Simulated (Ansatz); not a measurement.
Crystal: TiO2.

```
CELL_PARAMETERS angstrom
-2.97316 3.28737 3.28740
2.97316 -3.28737 3.28740
2.97316 3.28737 -3.28740
ATOMIC_POSITIONS crystal
Ti 0.00000 0.50000 0.00000
Ti 0.00000 0.00000 0.50000
Ti 0.49524 0.24524 0.25000
Ti 0.50475 0.75475 0.75000
O 0.69508 0.69523 0.50015
O 0.69508 0.19493 0.99985
O 0.80452 0.74962 0.05490
O 0.19472 0.74962 0.44510
O 0.80528 0.25038 0.55490
O 0.30492 0.80507 0.00015
O 0.19548 0.25038 0.94510
O 0.30492 0.30477 0.49985
```

The cell is a database's computed one.

Base run:

- Program: Ansatz 0.2.0
- Functional: PBE
- Potentials or basis: Ansatz PAW
- Cutoff: 800 eV
- Density cutoff: 3200 eV
- k mesh: 6 × 6 × 6
- Occupations: fermi-dirac, width 0.05 eV
- Spin: no spin polarisation

Its results: band gap on the k mesh 1.84 eV; pressure -1.4 GPa; largest force 0.061 eV/Å.

**Question.** The run is repeated on the same cell with these changes: functional from PBE to r2SCAN; cutoff from 800 eV to 500 eV; density cutoff from 3200 eV to 2000 eV; hubbard terms from none to Ti d U = 6 eV; hubbard projectors from none to ortho-atomic (the default). What comes out?

**Answer.** Band gap on the k mesh 2.92 eV; pressure -1.0 GPa; largest force 0.193 eV/Å.

Several settings changed at once, so the effect can't be laid on one alone.

Caveats: the PAW data sets come from PBE, with cores solved anew for the run's functional, which leaves a small shift of forces and pressure (some runs).

Not every run made on this cell is shown here.
